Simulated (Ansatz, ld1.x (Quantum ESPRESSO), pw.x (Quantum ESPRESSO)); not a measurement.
# Re: one change to the ultrasoft potential, in the atom and in the fcc crystal

```json
{
 "Element": "rhenium (Re)",
 "Generator": "ld1.x (Quantum ESPRESSO) 7.5",
 "Type": "ultrasoft",
 "Functional": "PBE",
 "Relativity": "scalar-relativistic",
 "Frozen core": "[Xe] 4f14",
 "Valence charge": "7",
 "Reference configuration": "5d5 6s2 6p0",
 "Partial waves": "6s (bound): rcut 2.20, rcutus 2.90 bohr; 6s channel at 0.05 Ry: rcut 2.20, rcutus 2.90 bohr; 6p (bound, empty): rcut 2.90, rcutus 4.05 bohr; 6p channel at 1.1 Ry: rcut 2.90, rcutus 4.05 bohr; 5d (bound): rcut 2.55, rcutus 2.75 bohr; 5d channel at 0.5 Ry: rcut 2.55, rcutus 2.75 bohr",
 "Local potential": "all-electron potential smoothed inside 3.10 bohr (lloc = -2)",
 "Core correction": "none",
 "Augmentation charge": "PSQ, inside the norm-conserving radii"
}
```

Change: wave 6s channel at 0.05 Ry: rcut 2.20, rcutus 2.90 bohr becomes 6s channel at 4.67 Ry: rcut 2.20, rcutus 2.90 bohr.

Cutoffs, loose and tight: the cutoffs (Ry, on a coarse ladder) from which the occupation-weighted sum of valence levels, in a spherical-Bessel basis at the reference potential, stays within 10 and 1 mRy of its value at 400 Ry. They do not see the model core or the augmentation charge, which bear on the density cutoff. Test errors are all-electron minus pseudo excitation energies from the reference, over the configurations 5d5 6s1 6p0; 5d5 6s0 6p0; 5d4 6s0 6p0; 5d3 6s0 6p0; 5d5 6s1 6p1; 5d5 6s0 6p2; 5d5 6s1.5 6p0; variants that change the core or the reference have their own tests.

Crystal test: fcc Re in pw.x 7.5, no spin, 14³ k-points, Fermi–Dirac smearing 0.01 Ry, cutoffs set for each file from its atomic test. The reference is all-electron LAPW (Ansatz 0.2.0) with the same functional, mesh and smearing; V0 and B0 come from Birch–Murnaghan fits to the pressures at five volumes. Errors are pseudo minus all-electron; Δ is the rms difference of the E(V) curves that follow from these fits, minima aligned, over ±6 % about the mean V0. Mesh and smearing are coarse, so the numbers serve the comparison and aren't converged zero-temperature values; the lattice is a test structure that the element need not adopt.

All-electron: a0 = 3.916 Å (V0 = 15.01 Å³/atom), B0 = 359.1 GPa.

Task: Does the change bring the crystal closer to the all-electron result?

Result: The mean pressure error goes from +15.70 to +13.64 GPa, so the change moves the solid closer to the all-electron pressures. The B0 error goes the other way, from -13.4 to -14.5 %.

```csv
quantity,base,changed
outcome (atom),generated,generated
"cutoff, loose (atom)",12 Ry,12 Ry
"cutoff, tight (atom)",21 Ry,21 Ry
bound ghosts (atom),none,none
largest test error (meV) (atom),-1056 over the solved tests; 1 of 7 tests not solved or not reliable,-1056 over the solved tests; 1 of 7 tests not solved or not reliable
cutoffs in pw.x (Ry),40/320,40/320
a0 (Å),3.978,3.971
a0 error (%),+1.58,+1.41
B0 error (%),-13.4,-14.5
Δ (meV/atom),51.8,45.9
mean pressure error (GPa),+15.70,+13.64
```

Base: The largest radius (4.05 bohr) exceeds half the bond length (2.62 bohr), so the spheres overlap, which is one possible source of error among others. This is a poor potential for the solid. Atomic configuration tests: 1 of 7 tests not solved or not reliable. Changed file: The largest radius (4.05 bohr) exceeds half the bond length (2.62 bohr), so the spheres overlap, which is one possible source of error among others. This is a poor potential for the solid. Atomic configuration tests: 1 of 7 tests not solved or not reliable. The atomic cutoffs weigh occupied waves only.
